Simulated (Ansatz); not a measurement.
## Relaxing manganese (alpha-Mn (A12))

All numbers below come from Ansatz 0.2.0, DFT, PBEsol, plane waves (420 eV) with PAW, scalar-relativistic. (PAW data from PBE, frozen cores regenerated.)

k-point mesh 3×3×3, Fermi-Dirac smearing 0.05 eV, starting moments 3.00, -2.50 ×4, -0.60 ×12, 0.60 ×12 μB. Cell and atoms relax.

Starting structure:

```yaml
crystal:
  lattice:
    - [-4.4, 4.4, 4.4]
    - [4.4, -4.4, 4.4]
    - [4.4, 4.4, -4.4]
  atoms:
    - { symbol: Mn, position: [0.366, 1.0, 1.0], spin: -2.5 }
    - { symbol: Mn, position: [0.609, 0.323, 0.0], spin: -0.6 }
    - { symbol: Mn, position: [0.609, 0.0, 0.323], spin: -0.6 }
    - { symbol: Mn, position: [0.811, 0.633, 1.0], spin: 0.6 }
    - { symbol: Mn, position: [0.811, 0.0, 0.633], spin: 0.6 }
    - { symbol: Mn, position: [0.822, 0.189, 0.189], spin: 0.6 }
    - { symbol: Mn, position: [0.0, 0.366, 0.0], spin: -2.5 }
    - { symbol: Mn, position: [0.323, 0.609, 0.0], spin: -0.6 }
    - { symbol: Mn, position: [0.0, 0.609, 0.323], spin: -0.6 }
    - { symbol: Mn, position: [0.633, 0.811, 0.0], spin: 0.6 }
    - { symbol: Mn, position: [1.0, 0.811, 0.633], spin: 0.6 }
    - { symbol: Mn, position: [0.189, 0.822, 0.189], spin: 0.6 }
    - { symbol: Mn, position: [0.0, 0.0, 0.366], spin: -2.5 }
    - { symbol: Mn, position: [0.0, 0.323, 0.609], spin: -0.6 }
    - { symbol: Mn, position: [0.323, 0.0, 0.609], spin: -0.6 }
    - { symbol: Mn, position: [0.0, 0.633, 0.811], spin: 0.6 }
    - { symbol: Mn, position: [0.633, 1.0, 0.811], spin: 0.6 }
    - { symbol: Mn, position: [0.189, 0.189, 0.822], spin: 0.6 }
    - { symbol: Mn, position: [0.0, 0.0, 0.0], spin: 3.0 }
    - { symbol: Mn, position: [0.634, 0.634, 0.634], spin: -2.5 }
    - { symbol: Mn, position: [0.391, 0.391, 0.714], spin: -0.6 }
    - { symbol: Mn, position: [0.714, 0.391, 0.391], spin: -0.6 }
    - { symbol: Mn, position: [0.391, 0.714, 0.391], spin: -0.6 }
    - { symbol: Mn, position: [0.677, 0.677, 0.286], spin: -0.6 }
    - { symbol: Mn, position: [0.286, 0.677, 0.677], spin: -0.6 }
    - { symbol: Mn, position: [0.677, 0.286, 0.677], spin: -0.6 }
    - { symbol: Mn, position: [0.367, 0.367, 0.178], spin: 0.6 }
    - { symbol: Mn, position: [0.178, 0.367, 0.367], spin: 0.6 }
    - { symbol: Mn, position: [0.367, 0.178, 0.367], spin: 0.6 }
hamiltonian:
  xc: pbesol
  pseudopotentials:
    kind: paw
    azcp:
      Mn: "pseudopotentials/Mn.paw.azcp"
basis:
  ecutwfc: 420
  fft_grid_basis: typed
kpoints:
  mp_grid: { grid: [3, 3, 3], shift: [0, 0, 0] }
magnetization:
  spin_polarized: true
scf:
  occupations: { method: fermi_dirac, width: 0.05 }
relax:
  max_steps: 60
  f_tol: 0.02
  cell: {}
```

Problem. The pressure at the start is -21.6 GPa. By how much does the volume change?

Solution. From 11.75 to 10.54 Å³ per atom, -10.3 %. The final cell has a = 8.487 Å.

Problem. How much energy does the relaxation gain?

Solution. 98.3 meV per atom.

Path of the relaxation (the plane waves are chosen anew near the end, which can shift the energy a little):

```
step  E − E(final) (meV/atom)  V (Å³/atom)  P (GPa)  max force (eV/Å)
   0                    98.28       11.750   -21.61             0.642
   1                     9.72       10.873    -7.81             0.333
   2                     0.84       10.425     2.96             0.043
   3                    -0.22       10.540     0.03             0.038
   4                    -0.27       10.540     0.04             0.010
   5                     0.00       10.540     0.04             0.010
```

Problem. Which magnetic state does it end in?

Solution. ferrimagnetic, largest moment 2.41 μB in the atomic sphere; moments 2.41, -1.52 ×4, 0.20 ×12, -0.06 ×12 μB.
